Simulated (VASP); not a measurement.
Here is a VASP 6.6.1 calculation.

The input INCAR:

```
SYSTEM = CdSe
  PREC = Accurate
  ENCUT = 600
  EDIFF = 1E-7
  ISMEAR = 0
  SIGMA = 0.02
  LREAL = .False.
  LASPH = .True.
  NELM = 80
  ALGO = Normal
  ISIF = 3
  LWAVE = .False.
  LCHARG = .False.
  GGA = PE
  IVDW = 12
  IBRION = 2
  NSW = 90
  EDIFFG = -0.005
```

The input KPOINTS:

```
Automatic mesh
0
Gamma
  9 9 6
  0 0 0
```

Contents of POSCAR:

```
CdSe
1.0
    4.3460853800      0.0000000000      0.0000000000
   -2.1730426900      3.7638203500      0.0000000000
    0.0000000000      0.0000000000      7.0898398800
Cd Se
2 2
Direct
    0.6666666700      0.3333333300      0.4999533600
    0.3333333300      0.6666666700      0.9999533600
    0.6666666700      0.3333333300      0.8759066400
    0.3333333300      0.6666666700      0.3759066400
```

Potentials or basis: VASP PAW PBE potentials, release 64 (Cd, Se).

Command:

```sh
$ cat potpaw_PBE.64/Cd/POTCAR potpaw_PBE.64/Se/POTCAR > POTCAR
$ mpirun -np 1 vasp_std > vasp.out
```

Q: What does it give for the relaxed cell?

A: a = 4.330 Å, b = 4.330 Å, c = 7.072 Å, α = 90.00°, β = 90.00°, γ = 120.00°.

Q: What does it give for the dispersion energy per atom?

A: -0.311 eV.

Final structure:
```cif
data_structure
_symmetry_space_group_name_H-M 'P 1'
_symmetry_Int_Tables_number 1
_cell_length_a 4.3303
_cell_length_b 4.3303
_cell_length_c 7.0722
_cell_angle_alpha 90.000
_cell_angle_beta 90.000
_cell_angle_gamma 120.000
_cell_volume 114.85
loop_
_atom_site_label
_atom_site_type_symbol
_atom_site_fract_x
_atom_site_fract_y
_atom_site_fract_z
_atom_site_occupancy
Cd1 Cd 0.66667 0.33333 0.50018 1
Cd2 Cd 0.33333 0.66667 0.00018 1
Se1 Se 0.66667 0.33333 0.87567 1
Se2 Se 0.33333 0.66667 0.37567 1
```
